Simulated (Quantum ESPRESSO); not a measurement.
# Si (I4/mmm) in Quantum ESPRESSO: further runs, part 2 of 2

Quantum ESPRESSO 7.5. Earlier steps stand in the parts before.

## 3. Energy-loss spectrum, LDA

pw.in reads:

```
&CONTROL
  calculation = 'scf'
  prefix = 'pwscf'
  outdir = './tmp'
  pseudo_dir = './pseudo'
  tprnfor = .true.
  tstress = .true.
  disk_io = 'low'
/
&SYSTEM
  ibrav = 0
  celldm(1) = 8
  nat = 1
  ntyp = 1
  ecutwfc = 32
  nbnd = 7
  occupations = 'smearing'
  smearing = 'mv'
  degauss = 0.00999582
/
&ELECTRONS
  conv_thr = 2d-10
  electron_maxstep = 120
  mixing_beta = 0.5
/
ATOMIC_SPECIES
Si    28.0850 Si.upf
CELL_PARAMETERS alat
 -0.3843029557206   0.3843029557206   0.3118827263335
  0.3843029557206  -0.3843029557206   0.3118827263335
  0.3843029557206   0.3843029557206  -0.3118827263335
ATOMIC_POSITIONS crystal
Si     0.0000000000    0.0000000000    0.0000000000
K_POINTS automatic
13 13 13 0 0 0
```

scf2.in reads:

```
&CONTROL
  calculation = 'scf'
  prefix = 'pwscf'
  outdir = './tmp'
  pseudo_dir = './pseudo'
  tprnfor = .true.
  tstress = .true.
  disk_io = 'low'
/
&SYSTEM
  ibrav = 0
  celldm(1) = 8
  nat = 1
  ntyp = 1
  ecutwfc = 32
  nbnd = 7
  occupations = 'smearing'
  smearing = 'mv'
  degauss = 0.00999582
/
&ELECTRONS
  conv_thr = 1d-11
  electron_maxstep = 120
  mixing_beta = 0.5
  startingpot = 'file'
  startingwfc = 'file'
/
ATOMIC_SPECIES
Si    28.0850 Si.upf
CELL_PARAMETERS alat
 -0.3843029557206   0.3843029557206   0.3118827263335
  0.3843029557206  -0.3843029557206   0.3118827263335
  0.3843029557206   0.3843029557206  -0.3118827263335
ATOMIC_POSITIONS crystal
Si     0.0000000000    0.0000000000    0.0000000000
K_POINTS automatic
13 13 13 0 0 0
```

eels.in reads:

```
&LR_INPUT
  prefix = 'pwscf'
  outdir = './tmp'
  restart_step = 5000
  restart = .false.
/
&LR_CONTROL
  calculator = 'lanczos'
  approximation = 'TDDFT'
  q1 = 0.8085232213
  q2 = 0
  q3 = 0
  itermax = 400
/
```

spectrum.in reads:

```
&LR_INPUT
  prefix = 'pwscf'
  outdir = './tmp'
  eels = .true.
  itermax0 = 400
  itermax = 20000
  extrapolation = 'osc'
  epsil = 0.03
  units = 1
  start = 0
  end = 40
  increment = 0.2
/
```

spectrum_short.in reads:

```
&LR_INPUT
  prefix = 'pwscf'
  outdir = './tmp'
  eels = .true.
  itermax0 = 266
  itermax = 20000
  extrapolation = 'osc'
  epsil = 0.03
  units = 1
  start = 0
  end = 40
  increment = 0.2
/
```

Potentials or basis: PseudoDojo 0.4.1 SR LDA stringent.

Run with:

```console
$ OMP_NUM_THREADS=1 pw.x -in pw.in > pw.out
$ OMP_NUM_THREADS=1 pw.x -in scf2.in > scf2.out
$ OMP_NUM_THREADS=1 turbo_eels.x -in eels.in > eels.out
$ OMP_NUM_THREADS=1 turbo_spectrum.x -in spectrum.in > spectrum.out
$ OMP_NUM_THREADS=1 turbo_spectrum.x -in spectrum_short.in > spectrum_short.out
```

pw.out:

```text
This program is part of the open-source Quantum ESPRESSO suite
     for quantum simulation of materials; please cite
[... 9 lines left out ...]
     --------------------
     sticks:   dense  smooth     PW     G-vecs:    dense   smooth      PW
     Sum         215     215     85                 2249     2249     529

     Using Slab Decomposition

     bravais-lattice index     =            0
     lattice parameter (alat)  =       8.0000  a.u.
     unit-cell volume          =      94.3341 (a.u.)^3
     number of atoms/cell      =            1
     number of atomic types    =            1
     number of electrons       =         4.00
     number of Kohn-Sham states=            7
     kinetic-energy cutoff     =      32.0000  Ry
     charge density cutoff     =     128.0000  Ry
     scf convergence threshold =      2.0E-10
     mixing beta               =       0.5000
     number of iterations used =            8  plain     mixing
     Exchange-correlation= SLA  PW   NOGX NOGC
                           (   1   4   0   0   0   0   0)

     celldm(1)=   8.000000  celldm(2)=   0.000000  celldm(3)=   0.000000
     celldm(4)=   0.000000  celldm(5)=   0.000000  celldm(6)=   0.000000

     crystal axes: (cart. coord. in units of alat)
               a(1) = (  -0.384303   0.384303   0.311883 )
               a(2) = (   0.384303  -0.384303   0.311883 )
               a(3) = (   0.384303   0.384303  -0.311883 )

     reciprocal axes: (cart. coord. in units 2 pi/alat)
               b(1) = (  0.000000  1.301057  1.603167 )
               b(2) = (  1.301057  0.000000  1.603167 )
               b(3) = (  1.301057  1.301057  0.000000 )

     PseudoPot. # 1 for Si read from file:
     Si.upf
     Pseudo is Norm-conserving + core correction, Zval =  4.0
     Generated using ONCVPSP code by D. R. Hamann
     Using radial grid of 1510 points,  6 beta functions with:
                l(1) =   0
                l(2) =   0
                l(3) =   1
                l(4) =   1
                l(5) =   2
                l(6) =   2

     atomic species   valence    mass     pseudopotential
     Si                4.00    28.08500     Si( 1.00)

     16 Sym. Ops., with inversion, found

   Cartesian axes

     site n.     atom                  positions (alat units)
         1        Si     tau(   1) = (   0.0000000   0.0000000   0.0000000  )

     number of k points=   196  Marzari-Vanderbilt smearing, width (Ry)=  0.0100

     Number of k-points >= 100: set verbosity='high' to print them.

     Dense  grid:     2249 G-vectors     FFT dimensions: (  20,  20,  20)

     Initial potential from superposition of free atoms

     starting charge       3.9994, renormalised to       4.0000
     Starting wfcs are    4 randomized atomic wfcs +    3 random wfcs

     Self-consistent Calculation

     iteration #  1     ecut=    32.00 Ry     beta= 0.50
     Davidson diagonalization with overlap
     ethr =  1.00E-02,  avg # of iterations =  5.9

     Threshold (ethr) on eigenvalues was too large:
     Diagonalizing with lowered threshold

     Davidson diagonalization with overlap
     ethr =  1.03E-04,  avg # of iterations =  3.8

     total energy              =      -8.49521142 Ry
     estimated scf accuracy    <       0.00400604 Ry

     iteration #  2     ecut=    32.00 Ry     beta= 0.50
     Davidson diagonalization with overlap
     ethr =  1.00E-04,  avg # of iterations =  1.0

     total energy              =      -8.49498610 Ry
     estimated scf accuracy    <       0.00079502 Ry

     iteration #  3     ecut=    32.00 Ry     beta= 0.50
     Davidson diagonalization with overlap
     ethr =  1.99E-05,  avg # of iterations =  1.7

     total energy              =      -8.49502738 Ry
     estimated scf accuracy    <       0.00000522 Ry

     iteration #  4     ecut=    32.00 Ry     beta= 0.50
     Davidson diagonalization with overlap
     c_bands:  1 eigenvalues not converged
     c_bands:  1 eigenvalues not converged
     ethr =  1.30E-07,  avg # of iterations =  3.6

     total energy              =      -8.49502879 Ry
     estimated scf accuracy    <       0.00000001 Ry

     iteration #  5     ecut=    32.00 Ry     beta= 0.50
     Davidson diagonalization with overlap
     ethr =  3.09E-10,  avg # of iterations =  3.1

     total energy              =      -8.49502882 Ry
     estimated scf accuracy    <          1.4E-09 Ry

     iteration #  6     ecut=    32.00 Ry     beta= 0.50
     Davidson diagonalization with overlap
     ethr =  3.62E-11,  avg # of iterations =  1.2

     total energy              =      -8.49502882 Ry
     estimated scf accuracy    <          3.1E-10 Ry

     iteration #  7     ecut=    32.00 Ry     beta= 0.50
     Davidson diagonalization with overlap
     ethr =  7.67E-12,  avg # of iterations =  1.0

     End of self-consistent calculation

     Number of k-points >= 100: set verbosity='high' to print the bands.

     the Fermi energy is    10.9274 ev

!    total energy              =      -8.49502882 Ry
     estimated scf accuracy    <          2.2E-12 Ry
     smearing contrib. (-TS)   =      -0.00001323 Ry
     internal energy E=F+TS    =      -8.49501559 Ry

     The total energy is F=E-TS. E is the sum of the following terms:
     one-electron contribution =       4.77274830 Ry
     hartree contribution      =       0.03785810 Ry
     xc contribution           =      -3.17229514 Ry
     ewald contribution        =     -10.13332686 Ry

     convergence has been achieved in   7 iterations

     Forces acting on atoms (cartesian axes, Ry/au):

     atom    1 type  1   force =     0.00000000    0.00000000    0.00000000

     Total force =     0.000000     Total SCF correction =     0.000000

     Computing stress (Cartesian axis) and pressure

          total   stress  (Ry/bohr**3)                   (kbar)     P=       -5.55
   0.00004444  -0.00000000  -0.00000000            6.54       -0.00       -0.00
  -0.00000000   0.00004444  -0.00000000           -0.00        6.54       -0.00
  -0.00000000  -0.00000000  -0.00020196           -0.00       -0.00      -29.71

=------------------------------------------------------------------------------=
   JOB DONE.
=------------------------------------------------------------------------------=
```

scf2.out:

```text
This program is part of the open-source Quantum ESPRESSO suite
     for quantum simulation of materials; please cite
[... 9 lines left out ...]
     --------------------
     sticks:   dense  smooth     PW     G-vecs:    dense   smooth      PW
     Sum         215     215     85                 2249     2249     529
[... 103 lines left out ...]
   0.00004443   0.00000000   0.00000000            6.54        0.00        0.00
   0.00000000   0.00004443   0.00000000            0.00        6.54        0.00
   0.00000000   0.00000000  -0.00020196            0.00        0.00      -29.71

=------------------------------------------------------------------------------=
   JOB DONE.
=------------------------------------------------------------------------------=
```

Run time: 3.8 min. Hardware: 1 thread of AMD EPYC 7R43 (Zen 3), shared host; peak memory 0.24 GiB.

What came out:

```
Free energy                      : -115.5808 eV
Pressure                         : -0.6 GPa
Band gap on the k mesh           : none (metal or under the smearing width)
Peak of the energy-loss function : 22.6 eV
```

Energy-loss function at q = [1.2, 0.0, 0.0] (Å⁻¹, cartesian):
```csv
energy (eV),loss
0.0,0.000
1.8,0.022
3.4,0.065
5.2,0.115
7.0,0.140
8.6,0.174
10.4,0.335
12.2,0.264
13.8,0.301
15.6,0.435
17.4,0.645
19.0,0.693
20.8,1.340
22.4,4.186
24.2,2.792
26.0,1.284
27.6,0.627
29.4,0.300
31.2,0.179
32.8,0.117
34.6,0.089
36.4,0.075
38.0,0.062
39.8,0.052
```
